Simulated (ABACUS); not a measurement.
# GaP (F-43m) in ABACUS: further runs

Aim: see how the results for GaP move with the level of theory and the settings. Levels: PBE, TASK. Tasks: single point.

All numbers are computed with ABACUS 3.10.1; they aren't measurements. Logs are shortened: lines on timing, memory, paths and dates and some standing lists are left out, and cuts for length are marked.

**The experiment to reproduce.**

“Stacking defects in GaP nanowires: Electronic structure and optical properties”, 2018, arxiv:1810.01194 quotes, for a bulk crystal of GaP at 10 K: band gap 2.34 eV (indirect).

How close the calculation comes is told below.

## Step 1: The crystal as given

Symmetry: F-43m, No. 216, cubic system. Conventional cell: a = 5.451 Å, b = 5.451 Å, c = 5.451 Å, α = 90.00°, β = 90.00°, γ = 90.00°. Around Ga (site symmetry -43m) lie 4 P at 2.36 Å. Around P (site symmetry -43m) lie 4 Ga at 2.36 Å.

## Step 2: Single point, PBE

Input file INPUT:

```
INPUT_PARAMETERS
suffix              GaP
calculation         scf
basis_type          pw
pseudo_dir          ./
symmetry            1
dft_functional      pbe
ecutwfc             81
pseudo_rcut         10
nspin               1
nbands              19
ks_solver           dav
smearing_method     fd
smearing_sigma      0.00367493
scf_thr             1e-08
scf_nmax            100
mixing_type         broyden
mixing_beta         0.7
cal_force           1
cal_stress          1
out_chg             1
kpar                4
```

Input file STRU:

```
ATOMIC_SPECIES
Ga 69.7230 31_Ga_13_1.9_2.4_pbe_n_v1.0.upf
P 30.9738 15_P_5_1.8_1.9_pbe_n_v1.0.upf

LATTICE_CONSTANT
1.8897261246

LATTICE_VECTORS
0.0000000000 2.7252500000 2.7252500000
2.7252500000 0.0000000000 2.7252500000
2.7252500000 2.7252500000 0.0000000000

ATOMIC_POSITIONS
Cartesian

Ga
0.0
1
0.0000000000 0.0000000000 0.0000000000 1 1 1

P
0.0
1
4.0878750000 4.0878750000 4.0878750000 1 1 1
```

Input file KPT:

```
K_POINTS
0
Gamma
6 6 6 0 0 0
```

Potentials or basis: SPMS ONCV 1.0 PBE, plane waves.

Launch:

```bash
$ OMP_NUM_THREADS=1 mpirun -np 4 abacus > log
```

running log:

```text
ABACUS v3.10.1

               Atomic-orbital Based Ab-initio Computation at UStc

 ------------------------------------------------------------------------------------

 READING GENERAL INFORMATION
                           global_out_dir = OUT.GaP/
                           global_in_card = INPUT
                               pseudo_dir = ./
                              orbital_dir =
                                    DSIZE = 4
                                    GSIZE = 1

 READING UNITCELL INFORMATION
                                    ntype = 2
                  lattice constant (Bohr) = 1.88973
              lattice constant (Angstrom) = 1

 READING ATOM TYPE 1
                               atom label = Ga
                      L=0, number of zeta = 1
                      L=1, number of zeta = 1
                      L=2, number of zeta = 1
             number of atom for this type = 1

 READING ATOM TYPE 2
                               atom label = P
                      L=0, number of zeta = 1
                      L=1, number of zeta = 1
                      L=2, number of zeta = 1
             number of atom for this type = 1

                        TOTAL ATOM NUMBER = 2
CARTESIAN COORDINATES ( UNIT =       1.889726124600 Bohr ).
    atom                   x                   y                   z     mag                  vx                  vy                  vz
tauc_Ga1            0.0000000000        0.0000000000        0.0000000000  0.0000        0.0000000000        0.0000000000        0.0000000000
tauc_P1            4.0878750000        4.0878750000        4.0878750000  0.0000        0.0000000000        0.0000000000        0.0000000000

                          Volume (Bohr^3) = 273.178
                             Volume (A^3) = 40.4807

 Lattice vectors: (Cartesian coordinate: in unit of a_0)
                   +0            +2.72525            +2.72525
             +2.72525                  +0            +2.72525
             +2.72525            +2.72525                  +0
 Reciprocal vectors: (Cartesian coordinate: in unit of 2 pi/a_0)
            -0.183469           +0.183469           +0.183469
            +0.183469           -0.183469           +0.183469
            +0.183469           +0.183469           -0.183469
 The esolver type has been set to : ksdft_pw

                PAO radial cut off (Bohr) = 10

 Read in pseudopotential file is 31_Ga_13_1.9_2.4_pbe_n_v1.0.upf
                     pseudopotential type = NC
          exchange-correlation functional = PBE
                 nonlocal core correction = 1
                        valence electrons = 13
                                     lmax = 2
                           number of zeta = 3
                     number of projectors = 6
                           L of projector = 0
                           L of projector = 0
                           L of projector = 1
                           L of projector = 1
                           L of projector = 2
                           L of projector = 2
                PAO radial cut off (Bohr) = 10

 Read in pseudopotential file is 15_P_5_1.8_1.9_pbe_n_v1.0.upf
                     pseudopotential type = NC
          exchange-correlation functional = PBE
                 nonlocal core correction = 1
                        valence electrons = 5
                                     lmax = 2
                           number of zeta = 2
                     number of projectors = 6
                           L of projector = 0
                           L of projector = 0
                           L of projector = 1
                           L of projector = 1
                           L of projector = 2
                           L of projector = 2
     initial pseudo atomic orbital number = 13

 SETUP THE ELECTRONS NUMBER
            electron number of element Ga = 13
      total electron number of element Ga = 13
             electron number of element P = 5
       total electron number of element P = 5
            AUTOSET number of electrons:  = 18
                           occupied bands = 9
                                   NBANDS = 19
                                   NLOCAL = 18

%%%%%%%%%%%%%%%%%%%%%%%%%%%%%%%%%%%%%%%%%%%%%%%%%%%%%%%%%%%%%%%%%%%%%%%%%%%%%%%%%%%%%%%%%%%%%%%%%%%%%%%%%%
 Warning: the number of valence electrons in pseudopotential > 3 for Ga: [Ar] 3d10 4s2 4p1
 Pseudopotentials with additional electrons can yield (more) accurate outcomes, but may be less efficient.
 If you're confident that your chosen pseudopotential is appropriate, you can safely ignore this warning.
%%%%%%%%%%%%%%%%%%%%%%%%%%%%%%%%%%%%%%%%%%%%%%%%%%%%%%%%%%%%%%%%%%%%%%%%%%%%%%%%%%%%%%%%%%%%%%%%%%%%%%%%%%

 SETUP THE PLANE WAVE BASIS
 energy cutoff for charge/potential (unit:Ry) = 324
            fft grid for charge/potential = [ 45, 45, 45 ]
                        fft grid division = [ 1, 1, 1 ]
        big fft grid for charge/potential = [ 45, 45, 45 ]
                                     nbxx = 91125
[... 66 lines left out ...]

 SETUP K-POINTS
                                    nspin = 1
                   Input type of k points = Monkhorst-Pack(Gamma)
                                   nkstot = 216
                       right hand lattice = 1
(for reciprocal lattice: )
                             BRAVAIS TYPE = 2
                     BRAVAIS LATTICE NAME = 02. Cubic I (body-centered)
                                    ibrav = 2
                       right hand lattice = 1
(for k-lattice: )
                             BRAVAIS TYPE = 2
                     BRAVAIS LATTICE NAME = 02. Cubic I (body-centered)
                                    ibrav = 2
                       right hand lattice = 1
                        ROTATION MATRICES = 48
                               nkstot_ibz = 16
K-POINTS REDUCTION ACCORDING TO SYMMETRY
     IBZ    DIRECT_X    DIRECT_Y    DIRECT_Z  WEIGHT  ibz2bz
       1  0.00000000  0.00000000  0.00000000  0.0046       0
       2  0.16666667  0.16666667  0.16666667  0.0370       1
       3  0.33333333  0.33333333  0.33333333  0.0370       2
       4  0.50000000  0.50000000  0.50000000  0.0185       3
       5  0.16666667  0.16666667  0.00000000  0.0278       7
       6  0.33333333  0.33333333  0.16666667  0.1111       8
[... 8 lines left out ...]
      15  0.50000000  0.33333333 -0.33333333  0.1111      52
      16  0.50000000  0.33333333 -0.16666667  0.0556      58

                               nkstot now = 16
[... K-POINTS DIRECT COORDINATES: 16 rows ...]

           k-point number in this process = 4
       minimum distributed K point number = 4
[... stars of the k points ...]

[... K-POINTS CARTESIAN COORDINATES: 4 rows ...]

[... K-POINTS DIRECT COORDINATES: 4 rows ...]

 SETUP PLANE WAVES FOR WAVE FUNCTIONS
     energy cutoff for wavefunc (unit:Ry) = 81
              fft grid for wave functions = [ 45, 45, 45 ]
                    number of plane waves = 3943
                         number of sticks = 337

 PARALLEL PW FOR WAVE FUNCTIONS
     PROC   COLUMNS(POT)             PW
        1            337           3943
 --------------- sum -------------------
        1            337           3943

 SETUP NONLOCAL PSEUDOPOTENTIALS IN PLANE WAVE BASIS
 Ga non-local projectors:
 projector 1 L=0
 projector 2 L=0
 projector 3 L=1
 projector 4 L=1
 projector 5 L=2
 projector 6 L=2
 P non-local projectors:
 projector 1 L=0
 projector 2 L=0
 projector 3 L=1
 projector 4 L=1
 projector 5 L=2
 projector 6 L=2
      TOTAL NUMBER OF NONLOCAL PROJECTORS = 36

 Init Non-Local PseudoPotential table :
 Init Non-Local-Pseudopotential done.

                                     npwx = 3386

 Make real space PAO into reciprocal space.
       max mesh points in Pseudopotential = 1001
     dq(describe PAO in reciprocal space) = 0.01
                                    max q = 1084

 number of pseudo atomic orbitals for Ga is 3
WARNING: norm of atomic wavefunction # 2 of atomic type Ga is 0.999997, renormalized
WARNING: norm of atomic wavefunction # 3 of atomic type Ga is 0.998668, renormalized

 number of pseudo atomic orbitals for P is 2
WARNING: norm of atomic wavefunction # 2 of atomic type P is 0.999977, renormalized

 -------------------------------------------
 SELF-CONSISTENT
 -------------------------------------------
                                 init_chg = atomic

 PW ALGORITHM --------------- ION=   1  ELEC=   1--------------------------------
 Notice: Threshold on eigenvalues was too large.
 hsover_error=0.18 > DRHO=0.0747085
 Origin diag ethr = 0.01
 New diag ethr = 0.000415047

 Density error is 0.0756158841225
                          Error Threshold = 0.000415047170684
----------------------------------------------------------
     Energy           Rydberg                 eV
----------------------------------------------------------
 E_KohnSham     -161.5345277222      -2197.7900007612
 E_Harris       -162.5111400196      -2211.0774927418
 E_Fermi        0.5945655451         8.0894792482
----------------------------------------------------------
[... 63 lines left out ...]
 Density error is 1.05139116194e-09
                          Error Threshold = 6.69091324057e-11
----------------------------------------------------------
     Energy           Rydberg                 eV
----------------------------------------------------------
 E_KohnSham     -161.5502414229      -2198.0037966276
 E_KS(sigma->0) -161.5502414228      -2198.0037966251
 E_Harris       -161.5503471313      -2198.0052348635
 E_band         -3.4115456913        -46.4164603892
 E_one_elec     -70.2650636070       -956.0052353876
 E_Hartree      48.6909125910        662.4738520570
 E_xc           -43.4984665184       -591.8269989131
 E_Ewald        -96.4776238881       -1312.6454143789
 E_entropy(-TS) -0.0000000004        -0.0000000050
 E_descf        0.0000000000         0.0000000000
 E_exx          0.0000000000         0.0000000000
 E_Fermi        0.6305299263         8.5787997566
----------------------------------------------------------

 charge density convergence is achieved
 final etot is -2198.0037966 eV
 EFERMI = 8.5787997566 eV

 STATE ENERGY(eV) AND OCCUPATIONS    NSPIN == 1
 1/4 kpoint (Cartesian) = 0.0000 0.0000 0.0000 (3383 pws)
       1       -6.81463     0.00925926
       2       -6.81463     0.00925926
       3       -6.81463     0.00925926
       4       -6.71713     0.00925926
       5       -6.71713     0.00925926
       6       -4.72092     0.00925926
[... 74 lines left out ...]
      18        21.3579        0.00000
      19        21.4207        0.00000

------------------------------------------------------------------------------------------
 TOTAL-FORCE (eV/Angstrom)
------------------------------------------------------------------------------------------
                       Ga1         0.0000000000         0.0000000000         0.0000000000
                        P1         0.0000000000         0.0000000000         0.0000000000
------------------------------------------------------------------------------------------

----------------------------------------------------------------
 TOTAL-STRESS (KBAR)
----------------------------------------------------------------
        27.2601407353         0.0000000000        -0.0000000000
         0.0000000000        27.2601407353        -0.0000000000
         0.0000000000        -0.0000000000        27.2601407353
----------------------------------------------------------------
 TOTAL-PRESSURE: 27.260141 KBAR

 --------------------------------------------
 !FINAL_ETOT_IS -2198.0037966275822328 eV
 --------------------------------------------
```

It took 5.3 s on 4 MPI ranks of Intel Xeon 6975P-C (Granite Rapids), shared host; peak memory 0.32 GiB.

What came out:

- Free energy: -2198.0038 eV
- Pressure: 2.7 GPa
- Band gap on the k mesh: 1.65 eV, indirect (least direct gap 1.82 eV)

## Step 3: Single point, TASK

INPUT: that of step 2 with these lines changed.

```diff
@@ -6,4 +6,4 @@
 symmetry            1
-dft_functional      pbe
-ecutwfc             81
+dft_functional      MGGA_X_TASK+LDA_C_PW
+ecutwfc             94
 pseudo_rcut         10
@@ -20,2 +20,3 @@
 cal_stress          1
+mixing_tau          1
 out_chg             1
```

STRU: that of step 2 with these lines changed.

```diff
@@ -1,4 +1,4 @@
 ATOMIC_SPECIES
-Ga 69.7230 31_Ga_13_1.9_2.4_pbe_n_v1.0.upf
-P 30.9738 15_P_5_1.8_1.9_pbe_n_v1.0.upf
+Ga 69.7230 Ga_ONCV_PBE-1.2.upf
+P 30.9738 P_ONCV_PBE-1.2.upf
```

Input file KPT:

```
K_POINTS
0
Gamma
5 5 5 0 0 0
```

Potentials or basis: SG15 ONCV 1.2 PBE, plane waves.

Launch:

```bash
$ OMP_NUM_THREADS=1 mpirun -np 4 abacus > log
```

It took 16 s on 4 MPI ranks of Intel Xeon Platinum 8488C (Sapphire Rapids), shared host; peak memory 0.4 GiB.

Results (log left out):

```
Free energy            : -1909.9474 eV
Pressure               : 229.6 GPa
Band gap on the k mesh : 2.00 eV, direct
```

Levels at points of the mesh, in eV from the valence-band top:
```csv
k point,band 6,band 7,band 8,band 9,band 10,band 11,band 12,band 13
"(0.00, 0.00, 0.00)",-13.55,0.00,0.00,0.00,2.00,4.46,4.46,4.46
```

Caveat: a pressure of tens of GPa on the cell as given is suspect, and the run, the potentials or the cell itself is likely at fault; the potentials were made for another functional, which shifts forces and pressure; an odd mesh through Γ misses points on the zone boundary, where band edges often lie.

## Step 4: Against experiment

Step 2. A measured gap of GaP is 2.34 eV (indirect; 10 K; quoted in “Stacking defects in GaP nanowires: Electronic structure and optical properties”, 2018, arxiv:1810.01194); the calculated 1.65 eV misses it by -0.69 eV. Spin-orbit coupling on Ga is left out. The value is that of PBE on a finite k mesh, which can miss the band edges, without temperature or zero-point motion. Semilocal functionals fall short of measured gaps as a rule.
